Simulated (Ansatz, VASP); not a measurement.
Ir in VASP and in Ansatz

Contents of INCAR:

```
SYSTEM = Ir
PREC     = Accurate       ! precision mode
ENCUT    = 520            ! plane-wave cutoff, eV
EDIFF    = 1E-7           ! SCF threshold, eV
ISMEAR   = 0              ! smearing method
SIGMA    = 0.15           ! smearing width, eV
LREAL    = .False.        ! projectors in reciprocal space
LASPH    = .True.         ! aspherical terms in the spheres
NELM     = 100            ! most SCF steps
ALGO     = Fast           ! electronic algorithm
ISIF     = 2              ! what is computed and relaxed
LWAVE    = .False.        ! write WAVECAR
LCHARG   = .False.        ! write CHGCAR
GGA      = PS             ! functional
NBANDS   = 16             ! bands
```

Contents of KPOINTS:

```
regular mesh
0
Gamma
  18 18 12
  0 0 0
```

The input POSCAR:

```
Ir
1.0
    2.6688365577      0.0000000000      0.0000000000
   -1.3344182789      2.3112802576      0.0000000000
    0.0000000000      0.0000000000      4.5292243500
Ir
2
Direct
    0.6666666667      0.3333333333      0.7500000000
    0.3333333333      0.6666666667      0.2500000000
```

Input for Ansatz:

```yaml
crystal:
  lattice:
    - [2.6688365577, 0.0, 0.0]
    - [-1.3344182789, 2.3112802576, 0.0]
    - [0.0, 0.0, 4.52922435]
  atoms:
    - { symbol: Ir, position: [0.6666666667, 0.3333333333, 0.75] }
    - { symbol: Ir, position: [0.3333333333, 0.6666666667, 0.25] }
basis:
  ecutwfc: 420
kpoints:
  mp_grid: { grid: [18, 18, 12] }
hamiltonian:
  xc: pbesol
scf:
  occupations: { method: gaussian, width: 0.15 }
output:
  forces: true
  stress: true
  eigenvalues: true
```

Change from the starting cell: strain -0.030 along x and y, +0.015 along z, atoms carried along.

Alike in both runs: task single point; functional PBEsol; k mesh 18 × 18 × 12; occupations gaussian, width 0.15 eV; no spin polarisation.

```csv
,VASP,Ansatz
version,VASP 6.6.1,Ansatz 0.2.0
potentials or method,"VASP PAW PBE potentials, release 64 (Ir)","scalar-relativistic, plane waves, PAW"
plane-wave cutoff (eV),520,420
valence electrons in the cell,18,34
```

VASP gave:

| Quantity | Value |
| --- | --- |
| gap on the k mesh at the Fermi level (eV) | none |
| pressure (GPa) | 5.9 |
| largest component of the traceless stress (GPa) | 12.40 |

Estimate Ansatz's values.

gap on the k mesh at the Fermi level (eV): none; pressure (GPa): 4.8; largest component of the traceless stress (GPa): 12.37.

A gap of «none» marks a metal or a gap that the smearing closes. The functional is the same, so the differences come from potentials, cutoffs and numerics. The two sets of potentials don't hold the same shells in valence.

Caveats: the PAW data sets were made with another functional, which shifts forces and pressure a little (VASP). The runs have no spin-orbit coupling, so splittings on Ir are missing.
